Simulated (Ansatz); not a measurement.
## TiPt3 under changes of volume

One of the cells (14.796 Å³/atom); the others are scaled copies at fixed shape and fractional positions:

```
Pt Ti
1.0
     3.89700    0.00000    0.00000
     0.00000    3.89700    0.00000
     0.00000    0.00000    3.89700
Pt Ti
3 1
Direct
  0.50000 0.50000 0.00000
  0.50000 0.00000 0.50000
  0.00000 0.50000 0.50000
  0.00000 0.00000 0.00000
```

| Item | Value |
| --- | --- |
| Program | Ansatz 0.2.0 |
| Functional | LDA |
| Potentials or basis | Ansatz PAW |
| Cutoff | 420 eV (not typed: the program's choice for these potentials) |
| k mesh | 7 × 7 × 7 |
| Occupations | fermi-dirac, width 0.05 eV |
| Spin | no spin polarisation |

```tsv
volume (Å³/atom)	energy over the lowest point (meV/atom)	pressure (GPa)
13.908	25.02	13.6
14.204	6.43	6.6
14.500	0.00	0.5
14.796	4.32	-5.0
15.091	18.17	-9.9
15.387	40.46	-14.2
15.683	?	?
```

Question: What does the run at 15.683 Å³/atom give?

Answer: Energy over the lowest point 70.20 meV/atom; pressure -18.0 GPa.

Worked out: A Birch-Murnaghan fit of order 3 (a polynomial in V^(-2/3)) to the other rows has its minimum at 14.52 Å³/atom with B0 = V·E''(V) = 283 GPa and B' = 4.9. It gives 70.26 meV/atom at 15.683 Å³/atom, against the run's 70.20, and -dE/dV = -18.0 GPa, against -18.0.

Energies are extrapolated to zero smearing.

Caveats: the PAW data sets come from PBE, with cores solved anew for the run's functional, which leaves a small shift of forces and pressure.
